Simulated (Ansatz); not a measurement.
Crystal: In2O3.

```
CELL_PARAMETERS angstrom
2.74350 1.58396 4.83667
-2.74350 1.58396 4.83667
0.00000 -3.16792 4.83667
ATOMIC_POSITIONS crystal
In 0.85731 0.85731 0.85731
In 0.64269 0.64269 0.64269
In 0.14269 0.14269 0.14269
In 0.35731 0.35731 0.35731
O 0.04800 0.75000 0.45200
O 0.75000 0.45200 0.04800
O 0.45200 0.04800 0.75000
O 0.95200 0.25000 0.54800
O 0.25000 0.54800 0.95200
O 0.54800 0.95200 0.25000
```

- Program: Ansatz 0.2.0
- Task: relaxation of cell and atoms
- Functional: RPBE
- Potentials or basis: Ansatz PAW
- Cutoff: 420 eV (not typed: the program's choice for these potentials)
- k mesh: 6 × 6 × 6
- Occupations: fermi-dirac, width 0.05 eV
- Spin: no spin polarisation

At the start: volume 12.61 Å³/atom.

Task: Where does the relaxation end?

Result: It ends after 10 steps and the volume is 13.60 Å³/atom (+7.9 %); space group R-3c (No. 167, to 0.05 Å).

The path:
```csv
step,energy change (eV),largest force (eV/Å),volume (Å³)
1,0.0000,0.1041,126.11
2,-0.3096,0.0988,136.03
3,-0.3131,0.0645,135.56
4,-0.3149,0.0348,135.50
5,-0.3150,0.0184,135.57
6,-0.3152,0.0114,135.52
7,-0.3152,0.0001,135.54
8,-0.3657,0.0032,135.54
9,-0.3648,0.0004,136.03
10,-0.3665,0.0002,136.03
```

Final structure:
```xyz
10
Lattice="2.8097 1.6222 4.9744 -2.8097 1.6222 4.9744 0.0000 -3.2443 4.9744" Properties=species:S:1:pos:R:3 pbc="T T T"
In    0.0000    0.0000   12.7869
In    0.0000    0.0000    9.5978
In    0.0000    0.0000    2.1362
In    0.0000    0.0000    5.3254
O    -1.9748   -0.1761    6.2180
O     0.8349    1.7982    6.2180
O     1.1398   -1.6222    6.2180
O     1.9748    0.1761    8.7052
O    -0.8349   -1.7982    8.7052
O    -1.1398    1.6222    8.7052
```

Caveat: the plane-wave basis is chosen anew once the cell has moved, so the energies of steps on either side of that aren't comparable; the pressure holds a Pulay correction of +0.6 GPa for the finite cutoff; the PAW data sets come from PBE, with cores solved anew for the run's functional, which leaves a small shift of forces and pressure.
